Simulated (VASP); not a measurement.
# Mg (P6_3/mmc) in VASP: a series of runs

The runs below take Mg through electric field gradients, density of states, with PBE.

All numbers are computed with VASP 6.6.1; they aren't measurements. Logs are shortened: lines on timing, memory, paths and dates and some standing lists are left out, and cuts for length are marked.

### 1 Starting point

Symmetry: P6_3/mmc, No. 194, hexagonal system. Conventional cell: a = 3.209 Å, b = 3.209 Å, c = 5.210 Å, α = 90.00°, β = 90.00°, γ = 120.00°. Mg (site symmetry -6m2) has 12 Mg at 3.20 to 3.21 Å as nearest neighbours.

### 2 Electric field gradients, PBE (equal xy, yz and zx shear strains of -4 %)

File INCAR:

```
PREC     = Accurate       # precision mode
ENCUT    = 520            # plane-wave cutoff, eV
EDIFF    = 1E-8           # SCF threshold, eV
ISMEAR   = -1             # smearing method
SIGMA    = 0.05           # smearing width, eV
LREAL    = False          # projectors in reciprocal space
LASPH    = True           # aspherical terms in the spheres
NELM     = 100            # most SCF steps
ALGO     = Fast           # electronic algorithm
ISIF     = 2              # what is computed and relaxed
LWAVE    = False          # write WAVECAR
LCHARG   = False          # write CHGCAR
GGA      = PE             # functional
LEFG     = True         
NBANDS   = 9              # bands
```

File KPOINTS:

```
regular mesh
0
Gamma
  12 12 7
```

File POSCAR:

```
Mg
1.0
    3.2092715325     -0.0641854306     -0.0641854306
   -1.6602219797      2.8114033901     -0.0234934982
   -0.1042066000     -0.1042066000      5.2103300000
Mg
2
Direct
    0.3333333333      0.6666666667      0.2500000000
    0.6666666667      0.3333333333      0.7500000000
```

Potentials or basis: VASP PAW PBE potentials, release 64 (Mg).

Run with:

```console
$ cat potpaw_PBE.64/Mg/POTCAR > POTCAR
$ mpirun -np 1 vasp_std > vasp.out
```

OUTCAR:

```text
PREC = Accurate
   ENCUT = 520
   EDIFF = 1E-8
   ISMEAR = -1
   LREAL = False
   LASPH = True
   NELM = 100
   ISIF = 2
   GGA = PE

 ion  position               nearest neighbor table
   1  0.333  0.667  0.250-   2 3.10   2 3.14   2 3.19   2 3.24   2 3.26   2 3.26
   2  0.667  0.333  0.750-   1 3.10   1 3.14   1 3.19   1 3.24   1 3.26   1 3.26

  LATTYP: Found a triclinic cell.
 ALAT       =     7.7566749191
 B/A-ratio  =     1.0734418242
 C/A-ratio  =     1.4026274916
 COS(alpha) =     0.0015659571
 COS(beta)  =     0.6823370639
 COS(gamma) =     0.7291145355

  Lattice vectors:

 A1 = (   4.8625276853,   2.7872391289,  -5.3621943594)
 A2 = (   6.3073706381,   5.4302504884,  -0.2395432882)
 A3 = (   1.8686351797,  -2.6029901901, -10.3971665018)

Analysis of symmetry for initial positions (statically):
=====================================================================
 Subroutine PRICEL returns:
 Original cell was already a primitive cell.

 Routine SETGRP: Setting up the symmetry group for a
 triclinic supercell.

 Subroutine GETGRP returns: Found  2 space group operations
 (whereof  2 operations were pure point group operations)
 out of a pool of  2 trial point group operations.

The static configuration has the point symmetry S_2 .

Analysis of symmetry for dynamics (positions and initial velocities):
=====================================================================
 Subroutine PRICEL returns:
 Original cell was already a primitive cell.

 Routine SETGRP: Setting up the symmetry group for a
 triclinic supercell.

 Subroutine GETGRP returns: Found  2 space group operations
 (whereof  2 operations were pure point group operations)
 out of a pool of  2 trial point group operations.

The dynamic configuration has the point symmetry S_2 .

 Subroutine INISYM returns: Found  2 space group operations
 (whereof  2 operations are pure point group operations),
 and found     1 'primitive' translations

----------------------------------------------------------------------------------------

                                     Primitive cell

  volume of cell :      46.4174

  direct lattice vectors                    reciprocal lattice vectors
     3.209271532 -0.064185431 -0.064185431     0.315526208  0.186412023  0.010038765
    -1.660221980  2.811403390 -0.023493498     0.007348886  0.360095402  0.007348886
    -0.104206600 -0.104206600  5.210330000     0.003920066  0.003920066  0.192083226

  length of vectors
     3.210554984  3.265099997  5.212413715     0.366615612  0.360245348  0.192163210

  position of ions in fractional coordinates (direct lattice)
     0.333333333  0.666666667  0.250000000
     0.666666667  0.333333333  0.750000000

  ion indices of the primitive-cell ions
   primitive index   ion index
                 1           1
                 2           2

----------------------------------------------------------------------------------------

 KPOINTS: regular mesh

Automatic generation of k-mesh.
 Grid dimensions read from file:
 generate k-points for:   12   12    7

 Generating k-lattice:

  Cartesian coordinates                     Fractional coordinates (reciprocal lattice)
     0.026293851  0.015534335  0.000836564     0.083333333  0.000000000  0.000000000
     0.000612407  0.030007950  0.000612407     0.000000000  0.083333333  0.000000000
     0.000560009  0.000560009  0.027440461     0.000000000  0.000000000  0.142857143

  Length of vectors
     0.030551301  0.030020446  0.027451887

  Shift w.r.t. Gamma in fractional coordinates (k-lattice)
     0.000000000  0.000000000  0.000000000

 Subroutine IBZKPT returns following result:
 ===========================================

 Found    506 irreducible k-points:

 Following reciprocal coordinates:
            Coordinates               Weight
  0.000000  0.000000  0.000000      1.000000
  0.083333  0.000000  0.000000      2.000000
  0.166667  0.000000  0.000000      2.000000
  0.250000  0.000000  0.000000      2.000000
  0.333333  0.000000  0.000000      2.000000
  0.416667  0.000000  0.000000      2.000000
[... 16 lines left out ...]
  0.250000  0.166667  0.000000      2.000000
  0.333333  0.166667  0.000000      2.000000
 [... further k-points ...]
   k-points           NKPTS =    506   k-points in BZ     NKDIM =    506   number of bands    NBANDS=      9
   number of dos      NEDOS =    301   number of ions     NIONS =      2
   total plane-waves  NPLWV =  23040
   dimension x,y,z NGX =    24 NGY =   24 NGZ =   40
   dimension x,y,z NGXF=    48 NGYF=   48 NGZF=   80
   ions per type =               2
   NGX,Y,Z   is equivalent  to a cutoff of  12.43, 12.22, 12.76 a.u.
   NGXF,Y,Z  is equivalent  to a cutoff of  24.85, 24.44, 25.52 a.u.
 SYSTEM =  unknown system
   PREC   = accura    normal or accurate (medium, high low for compatibility)
   ISTART =      0    job   : 0-new  1-cont  2-samecut
   ICHARG =      2    charge: 1-file 2-atom 10-const
   ISPIN  =      1    spin polarized calculation?
   LNONCOLLINEAR =      F non collinear calculations
   LSORBIT =      F    spin-orbit coupling
   LASPH  =      T    aspherical Exc in radial PAW
   ENCUT  =  520.0 eV  38.22 Ry    6.18 a.u.   5.97  6.07  9.69*2*pi/ulx,y,z
   NELM   =    100;   NELMIN=  2; NELMDL= -5     # of ELM steps
   EDIFF  = 0.1E-07   stopping-criterion for ELM
   LREAL  =      F    real-space projection
   EDIFFG = 0.1E-06   stopping-criterion for IOM
   NSW    =      0    number of steps for IOM
   IBRION =     -1    ionic relax: 0-MD 1-quasi-New 2-CG
   NFREE  =      0    steps in history (QN), initial steepest desc. (CG)
   ISIF   =      2    stress and relaxation
   ISYM   =      2    0-nonsym 1-usesym 2-fastsym
   POTIM  = 0.5000    time-step for ionic-motion
   TEBEG  =    0.0;   TEEND  =   0.0 temperature during run
   PSTRESS=    0.0 pullay stress
   NELECT =       4.0000    total number of electrons
   NUPDOWN=      -1.0000    fix difference up-down
   EMIN   =  10.00;   EMAX   =-10.00  energy-range for DOS
   EFERMI =   0.00;   METHOD = LEGACY
   ISMEAR =    -1;   SIGMA  =   0.05  broadening in eV -4-tet -1-fermi 0-gaus
   EFERMI_NEDOS =   21; number of points for ismear=-14 and -15
   IALGO  =     68    algorithm
   IMIX   =      4    mixing-type and parameters
     AMIX     =   0.40;   BMIX     =  1.00
     AMIX_MAG =   1.60;   BMIX_MAG =  1.00
  volume/ion in A,a.u.               =      23.21       156.62
  Fermi-wavevector in a.u.,A,eV,Ry     =   0.723105  1.366470  7.114226  0.522881
  Thomas-Fermi vector in A             =   1.813237
   LORBIT       =      0    0 simple, 1 ext, 2 COOP (PROOUT), +10 PAW based schemes
   GGA     = PE    functional components
   LHFCALC =     F    Hartree Fock is set to
   AEXX    =    0.0000 exact exchange contribution
   IVDW    =     0    specifies the selected vdW correction
   LEPSILON=     F    determine dielectric tensor
   LRPA    =     F    only Hartree local field effects (RPA)
 non-spin polarized calculation
 RMM-DIIS sequential band-by-band and
  energy-cutoff  :      520.00
  volume of cell :       46.42
 maximum number of plane-waves:      1269
   NGX = 11   NGY = 13   NGZ = 19

 number of electron       4.0000000 magnetization

 Free energy of the ion-electron system (eV)
  ---------------------------------------------------
  ext. energy  EPLUGINS =         0.00000000
  ---------------------------------------------------
  free energy    TOTEN  =        -3.00271116 eV

  energy without entropy =       -2.99614002  energy(sigma->0) =       -2.99942559

 E-fermi :   2.5325     XC(G=0):  -8.4570

 val. band max:        2.5273847844   @ k =   0.4167   0.2500   0.1429
 cond. band min:       2.5340660790   @ k =  -0.4167  -0.1667   0.4286
 fundamental gap:      0.0066812947
 Fermi energy:         2.5325459446

 k-point     1 :       0.0000    0.0000    0.0000
  band No.  band energies     occupation
      1      -4.3082      2.00000
      2       0.9164      2.00000
      3       1.3461      2.00000
      4      12.9978      0.00000
      5      13.1038      0.00000
      6      13.8325      0.00000
      7      13.8919      0.00000
      8      14.5312      0.00000
      9      15.9466      0.00000
[... 265 lines left out ...]
 k-point    24 :       0.3333    0.1667    0.0000
  band No.  band energies     occupation
      1      -0.4268      2.00000
      2       2.5948      0.44720
      3       4.2686      0.00000
      4       4.9348      0.00000
      5       5.9848      0.00000
      6       7.3295      0.00000
      7       8.8495      0.00000
      8      10.1629      0.00000
      9      11.2406      0.00000

 [... further k-points ...]

------------------------ aborting loop because EDIFF is reached ----------------------------------------

  FORCE on cell =-STRESS in cart. coord.  units (eV):
  Direction    XX          YY          ZZ          XY          YZ          ZX
  --------------------------------------------------------------------------------------
  -------------------------------------------------------------------------------------
  Total       -0.0505388     -0.0847781     -0.2269962      0.2253005      0.1831736      0.2084749
  in kB       -1.7444380     -2.9262677     -7.8351752      7.7766472      6.3225603      7.1958801
  external PRESSURE =      -4.1686269 kB  Pullay stress =       0.0000000 kB

 VOLUME and BASIS-vectors are now :
 -----------------------------------------------------------------------------
  energy-cutoff  :      520.00
  volume of cell :       46.42
      direct lattice vectors                 reciprocal lattice vectors
     3.209271532 -0.064185431 -0.064185431     0.315526208  0.186412023  0.010038765
    -1.660221980  2.811403390 -0.023493498     0.007348886  0.360095402  0.007348886
    -0.104206600 -0.104206600  5.210330000     0.003920066  0.003920066  0.192083226

 POSITION                                       TOTAL-FORCE (eV/Angst)
 -----------------------------------------------------------------------------------
     -0.06311      1.82682      1.26553         0.046955      0.002515      0.010959
      1.50795      0.81619      3.85713        -0.046955     -0.002515     -0.010959
 -----------------------------------------------------------------------------------
    total drift:                                0.000000     -0.000000     -0.000000

  FREE ENERGIE OF THE ION-ELECTRON SYSTEM (eV)
  ---------------------------------------------------
  free  energy   TOTEN  =        -3.0027111598 eV

  energy  without entropy=       -2.9961400201  energy(sigma->0) =       -2.99942559

 Electric field gradients (V/A^2)
---------------------------------------------------------------------
 ion       V_xx      V_yy      V_zz      V_xy      V_xz      V_yz
---------------------------------------------------------------------
   1      -0.272    -0.291     0.563    -0.976    -0.749    -0.615
   2      -0.272    -0.291     0.563    -0.976    -0.749    -0.615
---------------------------------------------------------------------

 Electric field gradients after diagonalization (V/A^2)
 (convention: |V_zz| > |V_xx| > |V_yy|)
----------------------------------------------------------------------
 ion       V_xx      V_yy      V_zz     asymmetry (V_yy - V_xx)/ V_zz
----------------------------------------------------------------------
   1       1.005     0.668    -1.673       0.202
   2       1.005     0.668    -1.673       0.202
----------------------------------------------------------------------

           NMR quadrupolar parameters

 Cq : quadrupolar parameter    Cq=e*Q*V_zz/h
 eta: asymmetry parameters     (V_yy - V_xx)/ V_zz
 Q  : nuclear electric quadrupole moment in mb (millibarn)
----------------------------------------------------------------------
 ion       Cq(MHz)       eta       Q (mb)
----------------------------------------------------------------------
   1      -0.004       0.202       1.000
   2      -0.004       0.202       1.000
----------------------------------------------------------------------
```

Wall time 2.2 min (1 thread of AMD EPYC 7R13 (Zen 3), shared host); peak memory 0.29 GiB.

What came out:

```
Free energy            : -3.0027 eV
Pressure               : -0.4 GPa
Largest force          : 0.048 eV/Å
Band gap on the k mesh : none (metal or under the smearing width)
```

Forces in eV/Å, atoms in the order of the input:
```
Mg   0.047  0.003  0.011
Mg  -0.047 -0.003 -0.011
```

Stress tensor (GPa, compression positive):
```
-0.17  0.78  0.72
 0.78 -0.29  0.63
 0.72  0.63 -0.78
```

Electric field gradients, principal values (V/Å²):
| atom | Vxx | Vyy | Vzz |
| --- | --- | --- | --- |
| 1 Mg | 0.668 | 1.005 | -1.673 |
| 2 Mg | 0.668 | 1.005 | -1.673 |

(Continued in part 2 of 2.)
